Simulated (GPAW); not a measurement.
ZnSe: energy against volume and a worked fit

```cif
data_structure
_symmetry_space_group_name_H-M 'P 1'
_symmetry_Int_Tables_number 1
_cell_length_a 4.0076
_cell_length_b 4.0076
_cell_length_c 4.0076
_cell_angle_alpha 60.000
_cell_angle_beta 60.000
_cell_angle_gamma 60.000
_cell_volume 45.51
loop_
_atom_site_label
_atom_site_type_symbol
_atom_site_fract_x
_atom_site_fract_y
_atom_site_fract_z
_atom_site_occupancy
Se1 Se 0.75000 0.75000 0.75000 1
Zn1 Zn 0.00000 0.00000 0.00000 1
```

The cell was scaled at fixed shape and fractions and run with GPAW, the program's PAW data sets (release 1.2.1) made for this functional, cutoff 600 eV; revPBE+D3(BJ), k mesh 7 × 7 × 7 on the cell of 2 atoms, fermi-dirac occupations of 0.05 eV, no spin polarisation, no spin-orbit coupling. Energies are those that the program minimises, any entropy of the smearing included.

```csv
V (Å³/atom),energy over the lowest row (meV/atom)
21.3912,8.71
21.8463,2.22
22.3015,0.00
22.7566,1.63
23.2117,6.65
23.6669,?
24.1220,25.54
```

Problem. Fit the third-order Birch-Murnaghan form, give V0, B0 and B′, and predict the energy left open.

Solution. With y = (V0/V)^(2/3), E = E0 + (9 V0 B0/16) [(y - 1)³ B′ + (y - 1)² (6 - 4y)]. Least squares through the rows shown give V0 = 22.3283 Å³/atom, E0 = 0.00 meV, B0 = 65.54 GPa (1 eV/Å³ = 160.218 GPa) and B′ = 4.56, with a largest miss of 0.01 meV. At V = 23.6669 the form with these constants gives 14.73 meV; the run gave 14.73 meV an atom. Measured volume: 22.77 Å³/atom at 300 K (a printed reference work), so the fit lies -1.9 % from it. The runs are for a static lattice.
